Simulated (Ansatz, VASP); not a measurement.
**MgO in VASP and in Ansatz**

```
CELL_PARAMETERS angstrom
3.39655 0.00000 0.00000
-1.69828 2.94150 0.00000
0.00000 0.00000 4.74804
ATOMIC_POSITIONS crystal
Mg 0.33333 0.66667 0.99186
Mg 0.66667 0.33333 0.49186
O 0.33333 0.66667 0.40094
O 0.66667 0.33333 0.90094
```

Alike in both runs: task single point; functional PBEsol; k mesh 9 × 9 × 6; occupations gaussian, width 0.05 eV; no spin polarisation.

```csv
,VASP,Ansatz
version,VASP 6.6.1,Ansatz 0.2.0
potentials or method,"VASP PAW PBE potentials, release 64 (Mg, O)","scalar-relativistic, plane waves, PAW"
plane-wave cutoff (eV),520,520
valence electrons in the cell,16,32
```

Ansatz gave:

* gap on the k mesh at the Fermi level (eV): 3.17
* least direct gap on the mesh (eV): 3.17
* pressure (GPa): -1.2
* largest component of the traceless stress (GPa): 6.08
* rms of the force components (eV/Å): 0.310

**Question.** What did VASP give for the same quantities?

**Answer.** gap on the k mesh at the Fermi level (eV): 3.16; least direct gap on the mesh (eV): 3.16; pressure (GPa): -1.5; largest component of the traceless stress (GPa): 6.20; rms of the force components (eV/Å): 0.314.

Atom by atom the forces differ by 0.004 eV/Å (rms over components). The two sets of potentials don't hold the same shells in valence. Ansatz warned: «pseudo_functional_mismatch».

Caveats: the PAW data sets were made with another functional, which shifts forces and pressure a little (VASP); an odd mesh through Γ misses points on the zone boundary, where band edges often lie.
